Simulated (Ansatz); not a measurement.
# Arsenic, bcc under BLYP: ground state and equation of state

What does BLYP give for arsenic in the bcc structure? We relax it, solve it on a dense k-mesh, then scale the cell to 7 volumes from 88 to 112 % of the relaxed one and try a fit of the equation of state. Spin polarisation is left out. The k-meshes are 13×13×13 for the relaxation; 21×21×21 for the dense run; 14×14×14 for the volumes.

Program: Ansatz 0.2.0. Level of theory: DFT BLYP, plane waves (420 eV) with PAW, scalar-relativistic; PBE-made PAW files. These are calculated values, not measurements.

## Step 1: The structure to begin with

It takes space group Im-3m (No. 229, cubic). Conventional cell: a = 3.320 Å, b = 3.320 Å, c = 3.320 Å, α = 90.00°, β = 90.00°, γ = 90.00°. Around As (site symmetry m-3m) lie 8 As at 2.88 Å.

Structure file:

```
CELL_PARAMETERS angstrom
-1.66011 1.66011 1.66011
1.66011 -1.66011 1.66011
1.66011 1.66011 -1.66011
ATOMIC_POSITIONS crystal
As 0.00000 0.00000 0.00000
```

## Step 2: Relaxation of the cell

input.yaml reads:

```yaml
crystal:
  lattice:
    - [-1.6601131187, 1.6601131187, 1.6601131187]
    - [1.6601131187, -1.6601131187, 1.6601131187]
    - [1.6601131187, 1.6601131187, -1.6601131187]
  atoms:
    - { symbol: As, position: [0.0, 0.0, 0.0] }
hamiltonian:
  xc: blyp
  pseudopotentials:
    kind: paw
    azcp:
      As: "pseudopotentials/As.paw.azcp"
basis:
  ecutwfc: 420
  fft_grid_basis: typed
kpoints:
  mp_grid: { grid: [13, 13, 13], shift: [0, 0, 0] }
magnetization:
  spin_polarized: false
scf:
  occupations: { method: fermi_dirac, width: 0.1 }
relax:
  max_steps: 60
  f_tol: 0.01
  cell: {}
```

Standard output, shortened:

```text
Warning: RAYON_NUM_THREADS=2 ignored (pool sized by the plan → 2); use --threads N
[...]
Pseudopotentials: kind: paw
Pseudopotential: As, paw, valence charge 15, recommended cutoff 420 eV (normal), <dir>
Functional definition: BLYP
[...]
Crystal: 1 atoms, lattice volume = 18.301 Å³
Basis set: ecut = 420 eV, 369 PW (Γ), exchange–correlation on 40×40×40 points (8 copies of the dense FFT grid, shifted against one another)
Bands: 12, of which v1, the nominal top of the filled ones, is band 8 counted from 1 (7 counted from 0)
Symmetry: 48 space group operations
Space group: Im-3m (ITA 229), of the structure as read, at distance tolerance 2.6e-5 Å
k-points: 84 of 2197
[...]
SCF iter   1: F=—  HF=-4866.015925 eV  |F-HF|=—  |Δ(HF+E_count)|=         —  Δρ=1.01e-2  dr2=1.68e-2  ethr=1.77e-3  ⟨swp⟩=5.1  Hψ=5855  notcnv=0
[...]
relax step   1: F+E_penalty+E_count = -4866.00989817 eV  Δ(F+E_penalty+E_count) = +0.000e0 eV  max|allowed force component| = 0.000e0 eV/Å  Δτ_max = 0.0000 Å  P = +11.821 GPa  Ω = 18.301 Å³  (6 SCF iters, dr2 threshold 1.00e-7 eV, accepted)
[...]
relax step   3: F+E_penalty+E_count = -4866.09999443 eV  Δ(F+E_penalty+E_count) = -1.401e-5 eV  max|allowed force component| = 0.000e0 eV/Å  Δτ_max = 0.0000 Å  P = -0.019 GPa  Ω = 21.085 Å³  energy of the carried Pulay correction = -5.873e-4 eV  (3 SCF iters, dr2 threshold 2.19e-8 eV, accepted)
[...]
relax step   4: F+E_penalty+E_count = -4866.10090993 eV  Δ(F+E_penalty+E_count) = -9.155e-4 eV  max|allowed force component| = 0.000e0 eV/Å  Δτ_max = 0.0000 Å  P = +0.033 GPa  Ω = 21.085 Å³  stress off target by 3.33e-2 GPa  SCF on the basis re-selected at this cell (its energy is not [...]
SCF converged after 6 iterations
Free energy (F): -4866.100910 eV
[...]
E sigma→0 (E₀):  -4866.089466 eV
Entropy (-TS):   -0.022887 eV (-22.887 meV/atom)
Fermi energy:    11.111302 eV
[...]
--- Forces (eV/Å), atoms counted from 1 ---
  atom   1  As     0.00000000    -0.00000000     0.00000000
[...]
--- Stress (GPa, compression-positive) ---
        0.033301       0.000000       0.000000
        0.000000       0.033301       0.000000
       -0.000000       0.000000       0.033301
  P = ⅓ Tr σ = 0.0333 GPa (0.333 kbar)
--- Relaxed structure (3 steps of the walk, 3 accepted, 1 SCFs on fresh bases) ---
  F+E_penalty+E_count = -4866.10090993 eV   max|allowed force component| = 0.000e0 eV/Å   (the final SCF, on the basis selected at the relaxed cell)
  cell:  # Å, volume = 21.0846 Å³
    - [-1.740344586982144, 1.740344586982144, 1.740344586982144]
    - [1.740344586982144, -1.740344586982144, 1.740344586982144]
    - [1.740344586982144, 1.740344586982144, -1.740344586982144]
  atoms:
    - { symbol: As, position: [0.0, 0.0, 0.0] }
```

Run time: 1.3 s. Hardware: 2 threads of an x86-64 CPU, shared host; peak memory 0.36 GiB.

Relaxation path:

```
step  energy change (meV/atom)  largest force (eV/Å)  pressure (GPa)  volume (Å³/atom)
   1                      0.00                0.0000           11.82            18.301
   2                    -90.08                0.0000           -0.09            21.110
   3                    -90.10                0.0000           -0.02            21.085
   4                    -91.01                0.0000            0.03            21.085
```

Steps that repeat a cell are solved on a basis chosen anew, so their changes of energy are no gain of the relaxation.

The cell of the run, before and after:

|  | before | after | change |
| --- | --- | --- | --- |
| a (Å) | 2.875 | 3.014 | +4.8 % |
| b (Å) | 2.875 | 3.014 | +4.8 % |
| c (Å) | 2.875 | 3.014 | +4.8 % |
| volume (Å³/atom) | 18.301 | 21.085 | +15.2 % |
| shortest distance (Å) | 2.875 | 3.014 | +4.8 % |
| space group (spins left aside) | Im-3m | Im-3m | same |

## Step 3: Single point on a dense mesh

input.yaml reads:

```yaml
crystal:
  lattice:
    - [-1.740344587, 1.740344587, 1.740344587]
    - [1.740344587, -1.740344587, 1.740344587]
    - [1.740344587, 1.740344587, -1.740344587]
  atoms:
    - { symbol: As, position: [0.0, 0.0, 0.0] }
hamiltonian:
  xc: blyp
  pseudopotentials:
    kind: paw
    azcp:
      As: "pseudopotentials/As.paw.azcp"
basis:
  ecutwfc: 420
  fft_grid_basis: typed
kpoints:
  mp_grid: { grid: [21, 21, 21], shift: [0, 0, 0] }
magnetization:
  spin_polarized: false
scf:
  occupations: { method: fermi_dirac, width: 0.1 }
```

Standard output, shortened:

```text
Warning: RAYON_NUM_THREADS=2 ignored (pool sized by the plan → 2); use --threads N
[...]
[... 3 set-up lines as earlier in the session ...]
[...]
Crystal: 1 atoms, lattice volume = 21.085 Å³
Basis set: ecut = 420 eV, 381 PW (Γ), exchange–correlation on 48×48×48 points (8 copies of the dense FFT grid, shifted against one another)
Bands: 12, of which v1, the nominal top of the filled ones, is band 8 counted from 1 (7 counted from 0)
[... 1 set-up line as earlier in the session ...]
Space group: Im-3m (ITA 229), of the structure as read, at distance tolerance 2.8e-5 Å
k-points: 286 of 9261
[...]
SCF iter   1: F=—  HF=-4866.106349 eV  |F-HF|=—  |Δ(HF+E_count)|=         —  Δρ=9.02e-3  dr2=1.72e-2  ethr=1.77e-3  ⟨swp⟩=5.0  Hψ=20548  notcnv=0
[...]
SCF iter   7: F=-4866.099970 eV  HF=-4866.099970 eV  |F-HF|=7.27e-10  |Δ(HF+E_count)|=   6.62e-8  Δρ=4.88e-6  dr2=3.59e-9  ethr=6.67e-10  ⟨swp⟩=3.0  Hψ=7907  notcnv=0
[...]
SCF converged after 7 iterations
Free energy (F): -4866.099970 eV
[...]
E sigma→0 (E₀):  -4866.089058 eV
Entropy (-TS):   -0.021825 eV (-21.825 meV/atom)
Fermi energy:    11.129000 eV
[...]
```

Wall time 1 s (2 threads of an x86-64 CPU, shared host); peak memory 0.4 GiB.

## Step 4: Volume × 0.88

input.yaml reads:

```yaml
crystal:
  lattice:
    - [-1.6677443224, 1.6677443224, 1.6677443224]
    - [1.6677443224, -1.6677443224, 1.6677443224]
    - [1.6677443224, 1.6677443224, -1.6677443224]
  atoms:
    - { symbol: As, position: [0.0, 0.0, 0.0] }
hamiltonian:
  xc: blyp
  pseudopotentials:
    kind: paw
    azcp:
      As: "pseudopotentials/As.paw.azcp"
basis:
  ecutwfc: 420
  fft_grid_basis: typed
kpoints:
  mp_grid: { grid: [14, 14, 14], shift: [0, 0, 0] }
magnetization:
  spin_polarized: false
scf:
  occupations: { method: fermi_dirac, width: 0.1 }
  lower_state_search: "off"
output:
  stress: true
```

Standard output, shortened:

```text
Warning: RAYON_NUM_THREADS=2 ignored (pool sized by the plan → 2); use --threads N
[...]
[... 3 set-up lines as earlier in the session ...]
[...]
Crystal: 1 atoms, lattice volume = 18.554 Å³
Basis set: ecut = 420 eV, 369 PW (Γ), exchange–correlation on 40×40×40 points (8 copies of the dense FFT grid, shifted against one another)
Bands: 12, of which v1, the nominal top of the filled ones, is band 8 counted from 1 (7 counted from 0)
[... 2 set-up lines as earlier in the session ...]
k-points: 104 of 2744
[...]
SCF iter   1: F=—  HF=-4866.034910 eV  |F-HF|=—  |Δ(HF+E_count)|=         —  Δρ=9.87e-3  dr2=1.65e-2  ethr=1.77e-3  ⟨swp⟩=5.0  Hψ=7314  notcnv=0
[...]
SCF iter   6: F=-4866.028932 eV  HF=-4866.028932 eV  |F-HF|=2.26e-9  |Δ(HF+E_count)|=   1.25e-7  Δρ=2.14e-6  dr2=8.98e-10  ethr=6.47e-10  ⟨swp⟩=4.0  Hψ=3869  notcnv=0
[...]
SCF converged after 6 iterations
Free energy (F): -4866.028932 eV
[...]
E sigma→0 (E₀):  -4866.021298 eV
Entropy (-TS):   -0.015268 eV (-15.268 meV/atom)
Fermi energy:    13.289299 eV
[...]
--- Stress (GPa, compression-positive) ---
       10.206769       0.000000      -0.000000
       -0.000000      10.206769       0.000000
        0.000000      -0.000000      10.206769
  P = ⅓ Tr σ = 10.2068 GPa (102.068 kbar)
```

Run time: 0.5 s. Hardware: 2 threads of an x86-64 CPU, shared host; peak memory 0.34 GiB.

## Step 5: Volume × 0.92

Changes to input.yaml since step 4:

```diff
@@ -2,5 +2,5 @@
   lattice:
-    - [-1.6677443224, 1.6677443224, 1.6677443224]
-    - [1.6677443224, -1.6677443224, 1.6677443224]
-    - [1.6677443224, 1.6677443224, -1.6677443224]
+    - [-1.6926396991, 1.6926396991, 1.6926396991]
+    - [1.6926396991, -1.6926396991, 1.6926396991]
+    - [1.6926396991, 1.6926396991, -1.6926396991]
   atoms:
```

Standard output, shortened:

```text
Warning: RAYON_NUM_THREADS=2 ignored (pool sized by the plan → 2); use --threads N
[...]
[... 3 set-up lines as earlier in the session ...]
[...]
Crystal: 1 atoms, lattice volume = 19.398 Å³
Basis set: ecut = 420 eV, 381 PW (Γ), exchange–correlation on 40×40×40 points (8 copies of the dense FFT grid, shifted against one another)
Bands: 12, of which v1, the nominal top of the filled ones, is band 8 counted from 1 (7 counted from 0)
[... 1 set-up line as earlier in the session ...]
Space group: Im-3m (ITA 229), of the structure as read, at distance tolerance 2.7e-5 Å
k-points: 104 of 2744
[...]
SCF iter   1: F=—  HF=-4866.077016 eV  |F-HF|=—  |Δ(HF+E_count)|=         —  Δρ=9.49e-3  dr2=1.64e-2  ethr=1.77e-3  ⟨swp⟩=5.0  Hψ=7376  notcnv=0
[...]
SCF iter   6: F=-4866.070963 eV  HF=-4866.070963 eV  |F-HF|=2.71e-9  |Δ(HF+E_count)|=   1.25e-7  Δρ=2.30e-6  dr2=1.12e-9  ethr=6.06e-10  ⟨swp⟩=4.0  Hψ=3887  notcnv=0
[...]
SCF converged after 6 iterations
Free energy (F): -4866.070963 eV
[...]
E sigma→0 (E₀):  -4866.062330 eV
Entropy (-TS):   -0.017265 eV (-17.265 meV/atom)
Fermi energy:    12.500740 eV
[...]
--- Stress (GPa, compression-positive) ---
        5.924142      -0.000000      -0.000000
       -0.000000       5.924142      -0.000000
       -0.000000      -0.000000       5.924142
  P = ⅓ Tr σ = 5.9241 GPa (59.241 kbar)
```

Wall time 0.49 s (2 threads of an x86-64 CPU, shared host); peak memory 0.35 GiB.

## Step 6: Volume × 0.96

Changes to input.yaml since step 5:

```diff
@@ -2,5 +2,5 @@
   lattice:
-    - [-1.6926396991, 1.6926396991, 1.6926396991]
-    - [1.6926396991, -1.6926396991, 1.6926396991]
-    - [1.6926396991, 1.6926396991, -1.6926396991]
+    - [-1.7168235336, 1.7168235336, 1.7168235336]
+    - [1.7168235336, -1.7168235336, 1.7168235336]
+    - [1.7168235336, 1.7168235336, -1.7168235336]
   atoms:
```

Standard output, shortened:

```text
Warning: RAYON_NUM_THREADS=2 ignored (pool sized by the plan → 2); use --threads N
[...]
[... 3 set-up lines as earlier in the session ...]
[...]
Crystal: 1 atoms, lattice volume = 20.241 Å³
Basis set: ecut = 420 eV, 381 PW (Γ), exchange–correlation on 40×40×40 points (8 copies of the dense FFT grid, shifted against one another)
Bands: 12, of which v1, the nominal top of the filled ones, is band 8 counted from 1 (7 counted from 0)
[... 2 set-up lines as earlier in the session ...]
k-points: 104 of 2744
[...]
SCF iter   1: F=—  HF=-4866.098963 eV  |F-HF|=—  |Δ(HF+E_count)|=         —  Δρ=9.18e-3  dr2=1.66e-2  ethr=1.77e-3  ⟨swp⟩=5.1  Hψ=7449  notcnv=0
[...]
SCF iter   7: F=-4866.092817 eV  HF=-4866.092817 eV  |F-HF|=1.82e-12  |Δ(HF+E_count)|=   2.14e-8  Δρ=4.55e-6  dr2=2.88e-9  ethr=6.67e-10  ⟨swp⟩=4.0  Hψ=3871  notcnv=0
[...]
SCF converged after 7 iterations
Free energy (F): -4866.092817 eV
[...]
E sigma→0 (E₀):  -4866.083016 eV
Entropy (-TS):   -0.019602 eV (-19.602 meV/atom)
Fermi energy:    11.774680 eV
[...]
--- Stress (GPa, compression-positive) ---
        2.508411      -0.000000       0.000000
        0.000000       2.508411       0.000000
        0.000000      -0.000000       2.508411
  P = ⅓ Tr σ = 2.5084 GPa (25.084 kbar)
```

It took 0.53 s on 2 threads of an x86-64 CPU, shared host; peak memory 0.35 GiB.

## Step 7: Volume × 1.0

Changes to input.yaml since step 6:

```diff
@@ -2,5 +2,5 @@
   lattice:
-    - [-1.7168235336, 1.7168235336, 1.7168235336]
-    - [1.7168235336, -1.7168235336, 1.7168235336]
-    - [1.7168235336, 1.7168235336, -1.7168235336]
+    - [-1.740344587, 1.740344587, 1.740344587]
+    - [1.740344587, -1.740344587, 1.740344587]
+    - [1.740344587, 1.740344587, -1.740344587]
   atoms:
```

Standard output, shortened:

```text
Warning: RAYON_NUM_THREADS=2 ignored (pool sized by the plan → 2); use --threads N
[...]
[... 3 set-up lines as earlier in the session ...]
[...]
Crystal: 1 atoms, lattice volume = 21.085 Å³
Basis set: ecut = 420 eV, 381 PW (Γ), exchange–correlation on 48×48×48 points (8 copies of the dense FFT grid, shifted against one another)
Bands: 12, of which v1, the nominal top of the filled ones, is band 8 counted from 1 (7 counted from 0)
[... 2 set-up lines as earlier in the session ...]
k-points: 104 of 2744
[...]
SCF iter   1: F=—  HF=-4866.104784 eV  |F-HF|=—  |Δ(HF+E_count)|=         —  Δρ=8.87e-3  dr2=1.66e-2  ethr=1.77e-3  ⟨swp⟩=5.1  Hψ=7434  notcnv=0
[...]
SCF iter   7: F=-4866.098579 eV  HF=-4866.098579 eV  |F-HF|=9.09e-10  |Δ(HF+E_count)|=   5.50e-8  Δρ=4.92e-6  dr2=3.63e-9  ethr=6.67e-10  ⟨swp⟩=4.0  Hψ=3882  notcnv=0
[...]
SCF converged after 7 iterations
Free energy (F): -4866.098579 eV
[...]
E sigma→0 (E₀):  -4866.087608 eV
Entropy (-TS):   -0.021941 eV (-21.941 meV/atom)
Fermi energy:    11.105783 eV
[...]
--- Stress (GPa, compression-positive) ---
       -0.216990      -0.000000      -0.000000
       -0.000000      -0.216990      -0.000000
        0.000000       0.000000      -0.216990
  P = ⅓ Tr σ = -0.2170 GPa (-2.170 kbar)
```

Wall time 0.55 s (2 threads of an x86-64 CPU, shared host); peak memory 0.35 GiB.

## Step 8: Volume × 1.04

Changes to input.yaml since step 7:

```diff
@@ -2,5 +2,5 @@
   lattice:
-    - [-1.740344587, 1.740344587, 1.740344587]
-    - [1.740344587, -1.740344587, 1.740344587]
-    - [1.740344587, 1.740344587, -1.740344587]
+    - [-1.7632464842, 1.7632464842, 1.7632464842]
+    - [1.7632464842, -1.7632464842, 1.7632464842]
+    - [1.7632464842, 1.7632464842, -1.7632464842]
   atoms:
```

Standard output, shortened:

```text
Warning: RAYON_NUM_THREADS=2 ignored (pool sized by the plan → 2); use --threads N
[...]
[... 3 set-up lines as earlier in the session ...]
[...]
Crystal: 1 atoms, lattice volume = 21.928 Å³
Basis set: ecut = 420 eV, 429 PW (Γ), exchange–correlation on 48×48×48 points (8 copies of the dense FFT grid, shifted against one another)
Bands: 12, of which v1, the nominal top of the filled ones, is band 8 counted from 1 (7 counted from 0)
[... 2 set-up lines as earlier in the session ...]
k-points: 104 of 2744
[...]
SCF iter   1: F=—  HF=-4866.097673 eV  |F-HF|=—  |Δ(HF+E_count)|=         —  Δρ=8.61e-3  dr2=1.67e-2  ethr=1.77e-3  ⟨swp⟩=5.0  Hψ=7456  notcnv=0
[...]
SCF iter   7: F=-4866.091479 eV  HF=-4866.091479 eV  |F-HF|=2.30e-9  |Δ(HF+E_count)|=   1.53e-7  Δρ=5.19e-6  dr2=4.42e-9  ethr=6.67e-10  ⟨swp⟩=4.0  Hψ=3979  notcnv=0
[...]
SCF converged after 7 iterations
Free energy (F): -4866.091479 eV
[...]
E sigma→0 (E₀):  -4866.079464 eV
Entropy (-TS):   -0.024031 eV (-24.031 meV/atom)
Fermi energy:    10.488455 eV
[...]
--- Stress (GPa, compression-positive) ---
       -2.401157       0.000000       0.000000
        0.000000      -2.401157      -0.000000
        0.000000      -0.000000      -2.401157
  P = ⅓ Tr σ = -2.4012 GPa (-24.012 kbar)
```

Run time: 0.55 s. Hardware: 2 threads of an x86-64 CPU, shared host; peak memory 0.35 GiB.

## Step 9: Volume × 1.08

Changes to input.yaml since step 8:

```diff
@@ -2,5 +2,5 @@
   lattice:
-    - [-1.7632464842, 1.7632464842, 1.7632464842]
-    - [1.7632464842, -1.7632464842, 1.7632464842]
-    - [1.7632464842, 1.7632464842, -1.7632464842]
+    - [-1.7855684296, 1.7855684296, 1.7855684296]
+    - [1.7855684296, -1.7855684296, 1.7855684296]
+    - [1.7855684296, 1.7855684296, -1.7855684296]
   atoms:
```

Standard output, shortened:

```text
Warning: RAYON_NUM_THREADS=2 ignored (pool sized by the plan → 2); use --threads N
[...]
[... 3 set-up lines as earlier in the session ...]
[...]
Crystal: 1 atoms, lattice volume = 22.771 Å³
Basis set: ecut = 420 eV, 429 PW (Γ), exchange–correlation on 48×48×48 points (8 copies of the dense FFT grid, shifted against one another)
Bands: 12, of which v1, the nominal top of the filled ones, is band 8 counted from 1 (7 counted from 0)
[... 2 set-up lines as earlier in the session ...]
k-points: 104 of 2744
[...]
SCF iter   1: F=—  HF=-4866.080155 eV  |F-HF|=—  |Δ(HF+E_count)|=         —  Δρ=8.31e-3  dr2=1.66e-2  ethr=1.77e-3  ⟨swp⟩=5.0  Hψ=7458  notcnv=0
[...]
SCF iter   7: F=-4866.074043 eV  HF=-4866.074043 eV  |F-HF|=2.66e-9  |Δ(HF+E_count)|=   1.97e-7  Δρ=5.18e-6  dr2=4.69e-9  ethr=6.67e-10  ⟨swp⟩=4.0  Hψ=3995  notcnv=0
[...]
SCF converged after 7 iterations
Free energy (F): -4866.074043 eV
[...]
E sigma→0 (E₀):  -4866.061150 eV
Entropy (-TS):   -0.025785 eV (-25.785 meV/atom)
Fermi energy:    9.917105 eV
[...]
--- Stress (GPa, compression-positive) ---
       -4.158522      -0.000000      -0.000000
       -0.000000      -4.158522       0.000000
        0.000000       0.000000      -4.158522
  P = ⅓ Tr σ = -4.1585 GPa (-41.585 kbar)
```

Run time: 0.65 s. Hardware: 2 threads of an x86-64 CPU, shared host; peak memory 0.35 GiB.

## Step 10: Volume × 1.12

Changes to input.yaml since step 9:

```diff
@@ -2,5 +2,5 @@
   lattice:
-    - [-1.7855684296, 1.7855684296, 1.7855684296]
-    - [1.7855684296, -1.7855684296, 1.7855684296]
-    - [1.7855684296, 1.7855684296, -1.7855684296]
+    - [-1.8073458006, 1.8073458006, 1.8073458006]
+    - [1.8073458006, -1.8073458006, 1.8073458006]
+    - [1.8073458006, 1.8073458006, -1.8073458006]
   atoms:
```

Standard output, shortened:

```text
Warning: RAYON_NUM_THREADS=2 ignored (pool sized by the plan → 2); use --threads N
[...]
[... 3 set-up lines as earlier in the session ...]
[...]
Crystal: 1 atoms, lattice volume = 23.615 Å³
Basis set: ecut = 420 eV, 459 PW (Γ), exchange–correlation on 48×48×48 points (8 copies of the dense FFT grid, shifted against one another)
Bands: 12, of which v1, the nominal top of the filled ones, is band 8 counted from 1 (7 counted from 0)
[... 1 set-up line as earlier in the session ...]
Space group: Im-3m (ITA 229), of the structure as read, at distance tolerance 2.9e-5 Å
k-points: 104 of 2744
[...]
SCF iter   1: F=—  HF=-4866.054362 eV  |F-HF|=—  |Δ(HF+E_count)|=         —  Δρ=8.04e-3  dr2=1.63e-2  ethr=1.77e-3  ⟨swp⟩=5.1  Hψ=7454  notcnv=0
[...]
SCF iter   7: F=-4866.048288 eV  HF=-4866.048288 eV  |F-HF|=1.58e-9  |Δ(HF+E_count)|=   9.12e-8  Δρ=2.79e-6  dr2=1.24e-9  ethr=6.67e-10  ⟨swp⟩=4.0  Hψ=3705  notcnv=0
[...]
SCF converged after 7 iterations
Free energy (F): -4866.048288 eV
[...]
E sigma→0 (E₀):  -4866.034665 eV
Entropy (-TS):   -0.027247 eV (-27.247 meV/atom)
Fermi energy:    9.386572 eV
[...]
--- Stress (GPa, compression-positive) ---
       -5.576295      -0.000000      -0.000000
       -0.000000      -5.576295      -0.000000
       -0.000000      -0.000000      -5.576295
  P = ⅓ Tr σ = -5.5763 GPa (-55.763 kbar)
```

Run time: 0.58 s. Hardware: 2 threads of an x86-64 CPU, shared host; peak memory 0.32 GiB.

## Step 11: Energy and pressure against volume

The cell was scaled evenly, with its shape and the fractional positions fixed.

```
V (Å³/atom)  E − E₀ (meV/atom)  P from the stress (GPa)  P from the fit (GPa)
     18.554               66.5                    10.21                 10.03
     19.398               25.5                     5.92                  5.71
     20.241                4.8                     2.51                  2.29
     21.085                0.2                    -0.22                 -0.43
     21.928                8.4                    -2.40                 -2.59
     22.771               26.7                    -4.16                 -4.31
     23.615               53.2                    -5.58                 -5.68
```

A third-order Birch-Murnaghan fit gives V₀ = 20.938 Å³/atom, B₀ = 62 GPa and B₀′ = 4.7; it misses no point by more than 0.03 meV/atom.

The fit is made to E(σ → 0), while the stress belongs to the free energy F; that is one source of the offset between the two pressures.

## Step 12: What came out

| quantity | value |
| --- | --- |
| space group (spins left aside) | Im-3m (No. 229) |
| conventional cell | a = 3.481 Å |
| volume | 21.085 Å³/atom |
| shortest distance | 3.014 Å |
| gap on the mesh | none (levels filled in part) |
| relative to grey arsenic (A7) | +723 meV/atom |
| V₀, B₀, B₀′ | 20.938 Å³/atom, 62 GPa, 4.7 |

From the guessed start the volume grew by 15.2 % in 4 steps. Against the reference form of arsenic (grey arsenic (A7), computed apart with the same settings) it stands 723 meV/atom higher. Levels at the Fermi energy are filled in part, as in a metal. The fitted modulus is 62 GPa. The symmetry was held, so the structure may be unstable against distortions that break it.
